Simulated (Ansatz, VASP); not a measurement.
# One calculation of Co, two programs

The input INCAR:

```
  PREC = Accurate
  ENCUT = 520
  EDIFF = 1E-6
  ISMEAR = -1
  SIGMA = 0.05
  LREAL = F
  LASPH = T
  NELM = 150
  ALGO = Normal
  ISIF = 2
  LWAVE = F
  LCHARG = F
  ISPIN = 2
  MAGMOM = 1.816
  LORBIT = 11
  LMAXMIX = 4
  GGA = B5
  ALDAX = 1.0
  AGGAX = 1.0
  AGGAC = 1.0
  ALDAC = 0.0
  NBANDS = 14
```

Contents of KPOINTS:

```
Automatic mesh
0
Gamma
  17 17 17
```

The input POSCAR:

```
Co
1.0
   -1.4268113961      1.4268113961      1.4268113961
    1.4268113961     -1.4268113961      1.4268113961
    1.4268113961      1.4268113961     -1.4268113961
Co
1
Direct
    0.0000000000      0.0000000000      0.0000000000
```

Input for Ansatz:

```yaml
crystal:
  lattice:
    - [-1.4268113961, 1.4268113961, 1.4268113961]
    - [1.4268113961, -1.4268113961, 1.4268113961]
    - [1.4268113961, 1.4268113961, -1.4268113961]
  atoms:
    - { symbol: Co, position: [0.0, 0.0, 0.0], spin: 1.816 }
hamiltonian:
  xc: blyp
  pseudopotentials:
    kind: paw
    azcp:
      Co: "pseudopotentials/Co.paw.azcp"
basis:
  ecutwfc: 420
  fft_grid_basis: typed
kpoints:
  mp_grid: { grid: [17, 17, 17], shift: [0, 0, 0] }
magnetization:
  spin_polarized: true
scf:
  occupations: { method: fermi_dirac, width: 0.05 }
  lower_state_search: "off"
output:
  stress: true
```

Alike in both runs: task single point; functional BLYP; k mesh 17 × 17 × 17; occupations fermi-dirac, width 0.05 eV; collinear spin.

|  | VASP | Ansatz |
| --- | --- | --- |
| version | VASP 6.6.1 | Ansatz 0.2.0 |
| potentials or method | VASP PAW PBE potentials, release 64 (Co) | plane waves (420 eV) with PAW, scalar-relativistic |
| plane-wave cutoff (eV) | 520 | 420 |
| valence electrons in the cell | 9 | 17 |

VASP gave:

```
pressure (GPa)                                                : -0.4
net moment per atom (μB)                                      : 1.74
size of the moment on the site where the two differ most (μB) : 1.76
```

Problem. Which values does Ansatz return?

Solution. Pressure (GPa): -0.2; net moment per atom (μB): 1.74; size of the moment on the site where the two differ most (μB): 1.81.

Site moments also hang on the region over which each program counts them. The two sets of potentials don't hold the same shells in valence.

Caveats: the PAW data sets were made with another functional, which shifts forces and pressure a little (VASP).
